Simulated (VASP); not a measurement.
# ZnS in VASP: how settings move the PBE single point

Aim: see what changed inputs do to the PBE single point of zincblende ZnS, under -2.0 % biaxial strain in the (111) plane, free along [111].

Code: VASP 6.6.1. PAW datasets, plane waves. No spin polarisation and no zero-point or thermal motion.

**1. Starting point**

The cell comes from an earlier relaxation with r2SCAN in another program, then strained, with the atoms relaxed again.

Space group R3m (No. 160), trigonal; a = 3.734 Å, c = 9.454 Å in the conventional setting, 19.02 Å³ an atom. Around Zn lie 4 S at 2.31–2.33 Å; around S lie 4 Zn at 2.31–2.33 Å.

As a file:

```xyz
2
Lattice="0.0593 2.6995 2.6995 2.6995 0.0593 2.6995 2.6995 2.6995 0.0593" Properties=species:S:1:pos:R:3 pbc="T T T"
Zn    0.0111    0.0111    0.0111
S     1.3534    1.3534    1.3534
```

**2. The reference run**

INCAR reads:

```
ENCUT = 520.000000
SIGMA = 0.020000
EDIFF = 1.00e-07
GGA = PE
PREC = Accurate
IBRION = -1
ISIF = 2
ISMEAR = -1
NBANDS = 16
NELM = 120
NSW = 0
LASPH = .TRUE.
LCHARG = .TRUE.
LELF = .TRUE.
LWAVE = .FALSE.
LREAL = .FALSE.
```

KPOINTS reads:

```
KPOINTS created by Atomic Simulation Environment
0
Gamma
8 8 8
0 0 0
```

POSCAR reads:

```
Zn S
 1.0000000000000000
     0.0592605148000000    2.6994646297000000    2.6994646297000000
     2.6994646297000000    0.0592605148000000    2.6994646297000000
     2.6994646297000000    2.6994646297000000    0.0592605148000000
 Zn  S
   1   1
Cartesian
  0.0111027799078789  0.0111027799078789  0.0111027799078789
  1.3534446636421211  1.3534446636421211  1.3534446636421211
```

A file KPOINTS_OPT adds named points for the levels; it doesn't enter the self-consistent loop.

Potentials: the recommended PBE PAW datasets, 18 valence electrons.

On the command line:

```console
> mpirun -np 1 vasp_std
```

**3. Variant 1**

INCAR reads:

```
ENCUT = 520.000000
SIGMA = 0.020000
EDIFF = 1.00e-07
GGA = PE
PREC = Accurate
IBRION = -1
ISIF = 2
ISMEAR = -1
NBANDS = 16
NSW = 0
LASPH = .TRUE.
LCHARG = .FALSE.
LWAVE = .FALSE.
LREAL = .FALSE.
LDAU = .TRUE.
LDAUTYPE = 2
LDAUL = 2 -1
LDAUU = 2.0 0
LDAUJ = 0 0
LMAXMIX = 4
NELM = 77
```

KPOINTS reads:

```
KPOINTS created by Atomic Simulation Environment
0
Gamma
6 6 6
0 0 0
```

POSCAR is that of step 2.

**4. Variant 2**

Edit INCAR of step 2 so:

```diff
@@ -12,5 +12,6 @@
 LASPH = .TRUE.
-LCHARG = .TRUE.
-LELF = .TRUE.
+LCHARG = .FALSE.
 LWAVE = .FALSE.
 LREAL = .FALSE.
+AMIX = 0.1
+IVDW = 11
```

KPOINTS is that of step 2.

POSCAR is that of step 2.

**5. Variant 3**

INCAR reads:

```
ENCUT = 520.000000
SIGMA = 0.020000
EDIFF = 1.00e-07
GGA = PE
PREC = Accurate
IBRION = -1
ISIF = 2
ISMEAR = -1
NSW = 0
LASPH = .TRUE.
LCHARG = .FALSE.
LWAVE = .FALSE.
NBANDS = 33
LREAL = Auto
NELM = 82
```

KPOINTS is that of step 2.

POSCAR is that of step 2.

Before running it: what results should come out? Wanted: for each run, changed; ending; energy change; pressure; electronic steps; usable.

**Answer**, as computed:

| run | changed | ending | energy change (meV/atom) | pressure (GPa) | gap on the mesh (eV; negative: overlap) | electronic steps | time | usable |
| --- | --- | --- | --- | --- | --- | --- | --- | --- |
| ref. | – | converged | 0 | 4.8 | 2.18 | 14 | 34 s | yes |
| 1 | LDAU = .TRUE., LDAUTYPE = 2, LDAUL = 2 -1, LDAUU = 2.0 0, LDAUJ = 0 0, LMAXMIX = 4, NELM = 77, mesh 6×6×6 | converged | – | 4.1 | 2.32 | 13 | 15 s | no |
| 2 | AMIX = 0.1, IVDW = 11 | converged | – | 2.1 | 2.18 | 21 | 39 s | yes |
| 3 | NBANDS = 33, LREAL = Auto, NELM = 82 | converged | -0.3 | 4.8 | 2.18 | 14 | 88 s | yes |

Of 3 altered inputs, 1 ended normally on a faulty or unsound input, 2 gave usable results. «NBANDS = 33, LREAL = Auto, NELM = 82» moves the energy by -0.3 meV/atom.
